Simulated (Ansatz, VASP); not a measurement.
## V: VASP beside Ansatz

File INCAR:

```
SYSTEM = V
  ALGO = Normal
  EDIFF = 1E-7
  EDIFFG = -0.01
  ENCUT = 600
  GGA = PS
  IBRION = 2
  ISIF = 3
  ISMEAR = 0
  LASPH = .TRUE.
  LCHARG = .FALSE.
  LREAL = .FALSE.
  LWAVE = .FALSE.
  NELM = 100
  NSW = 100
  PREC = Accurate
  SIGMA = 0.1
```

KPOINTS

```
k-points
0
G
  21 21 6
  0 0 0
```

POSCAR

```
V
1.0
    2.6102466078      0.0000000000      0.0000000000
   -1.3051233039      2.2605398725      0.0000000000
    0.0000000000      0.0000000000      9.0376191241
V
4
Direct
    0.0000000000      0.0000000000      0.0000000000
    0.0000000000      0.0000000000      0.5000000000
    0.3333333333      0.6666666667      0.7500000000
    0.6666666667      0.3333333333      0.2500000000
```

Input for Ansatz:

```yaml
crystal:
  lattice:
    - [2.6102466078, 0.0, 0.0]
    - [-1.3051233039, 2.2605398725, 0.0]
    - [0.0, 0.0, 9.0376191241]
  atoms:
    - { symbol: V, position: [0.0, 0.0, 0.0] }
    - { symbol: V, position: [0.0, 0.0, 0.5] }
    - { symbol: V, position: [0.3333333333, 0.6666666667, 0.75] }
    - { symbol: V, position: [0.6666666667, 0.3333333333, 0.25] }
basis:
  ecutwfc: 420
kpoints:
  mp_grid: { grid: [21, 21, 6] }
hamiltonian:
  xc: pbesol
scf:
  occupations: { method: gaussian, width: 0.1 }
output:
  forces: true
  stress: true
  eigenvalues: true
relax:
  adjacent_minimum: "off"
  f_tol: 0.01
  max_steps: 80
  cell: { stress_tol: 0.05 }
```

Alike in both runs: task relaxation of cell and atoms; functional PBEsol; k mesh 21 × 21 × 6; occupations gaussian, width 0.1 eV; no spin polarisation.

|  | VASP | Ansatz |
| --- | --- | --- |
| version | VASP 6.6.1 | Ansatz 0.2.0 |
| potentials or method | VASP PAW PBE potentials, release 64 (V_sv) | scalar-relativistic, plane waves, PAW |
| plane-wave cutoff (eV) | 600 | 420 |
| valence electrons in the cell | 52 | 52 |

Ansatz gave:

```
gap on the k mesh at the Fermi level, each at its own relaxed structure (eV) : none
relaxed volume (Å³/atom)                                                     : 13.33
relaxed cell length with the largest relative difference (Å)                 : 9.154
```

Q: Which values does VASP return?

A: gap on the k mesh at the Fermi level, each at its own relaxed structure (eV): none; relaxed volume (Å³/atom): 13.35; relaxed cell length with the largest relative difference (Å): 9.171.

A gap of «none» marks a metal or a gap that the smearing closes.

Caveats: the PAW data sets were made with another functional, which shifts forces and pressure a little (VASP).
